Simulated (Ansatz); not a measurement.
Ta4C3: competing structures

All numbers below come from DFT r2SCAN, scalar-relativistic, plane waves, PAW (Ansatz 0.2.0). Settings: cutoff 500 eV, Γ-centred meshes no coarser than 0.19 Å⁻¹ for metals and 0.3 Å⁻¹ for insulators (2π included), Gaussian smearing.

All energies are static (0 K, no zero-point motion). Only the structures computed here compete, so a lower one can exist. For metals, differences of a few meV/atom aren't resolved. Spin–orbit coupling is left out. No run is spin-polarised.

```tsv
#	started from	space group	atoms	V (Å³/atom)	ΔE (meV/atom)	gap on mesh (eV)
1	database cell	R3m (No. 160)	7	12.3	0	0.00
2	database cell	Pm-3m (No. 221)	7	12.4	122	0.00
```

The lowest structure: Space group R3m (No. 160), trigonal, a = 3.118 Å, c = 30.656 Å. Ta on Wyckoff site a (1 atom of the primitive cell) has 6 C at 2.26 Å; around Ta on Wyckoff site a (1 atom of the primitive cell) lie 3 C at 2.14 Å; around Ta on Wyckoff site a (1 atom of the primitive cell) lie 3 C at 2.19 Å; Ta on Wyckoff site a (1 atom of the primitive cell) is coordinated by 6 C at 2.20–2.23 Å; around C on Wyckoff site a (1 atom of the primitive cell) lie 6 Ta at 2.19–2.20 Å. Its energy against the elements is -0.66 eV/atom. The zero of energy is the lowest elemental structures computed at the same level; no fitted shifts are applied.

```cif
data_structure
_symmetry_space_group_name_H-M 'R3m:H'
_symmetry_Int_Tables_number 160
_cell_length_a 3.1178
_cell_length_b 3.1178
_cell_length_c 30.6558
_cell_angle_alpha 90.000
_cell_angle_beta 90.000
_cell_angle_gamma 120.000
_cell_volume 258.07
loop_
_atom_site_label
_atom_site_type_symbol
_atom_site_symmetry_multiplicity
_atom_site_Wyckoff_symbol
_atom_site_fract_x
_atom_site_fract_y
_atom_site_fract_z
_atom_site_occupancy
Ta1 Ta 3 a 0.33333 0.66667 0.29322 1
Ta2 Ta 3 a 0.33333 0.66667 0.04218 1
Ta3 Ta 3 a 0.66667 0.33333 0.12356 1
Ta4 Ta 3 a 0.00000 0.00000 0.20557 1
C1 C 3 a 0.33333 0.66667 0.16430 1
C2 C 3 a 0.00000 0.00000 0.00425 1
C3 C 3 a 0.66667 0.33333 0.24858 1
```

The second: Space group Pm-3m (No. 221), cubic, a = 4.425 Å. Around Ta on Wyckoff site c (3 atoms of the primitive cell) lie 4 C at 2.21 Å; around Ta on Wyckoff site a (1 atom of the primitive cell) lie 6 C at 2.21 Å; C is coordinated by 6 Ta at 2.21 Å.